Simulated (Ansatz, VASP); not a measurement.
MgS: VASP beside Ansatz

```
Mg S
1.0
     0.00000    2.58419    2.58419
     2.58419    0.00000    2.58419
     2.58419    2.58419    0.00000
Mg S
1 1
Direct
  0.00000 0.00000 0.00000
  0.50000 0.50000 0.50000
```

Change from the starting cell: volume scaled by 0.98, crystal datasets.

Alike in both runs: task electric field gradients; functional LDA; k mesh 8 × 8 × 8; occupations fermi-dirac, width 0.01 eV; no spin polarisation.

```csv
,VASP,Ansatz
version,VASP 6.6.1,Ansatz 0.2.0
potentials or method,"VASP PAW LDA potentials, release 64 (Mg, S), cutoff 520 eV","all-electron PAW with datasets made for the crystal, scalar-relativistic"
```

VASP gave:

- gap on the k mesh at the Fermi level (eV): 2.60
- pressure (GPa): -2.4
- Vzz of the field gradient on the site that differs most (V/Å²): 0.0

Which values does Ansatz return?

gap on the k mesh at the Fermi level (eV): 2.60; pressure (GPa): -1.8; Vzz of the field gradient on the site that differs most (V/Å²): 0.0.

Ansatz ran all-electron here, so the differences hold the error of VASP's frozen core and of both bases.

A k mesh can miss the band edges.
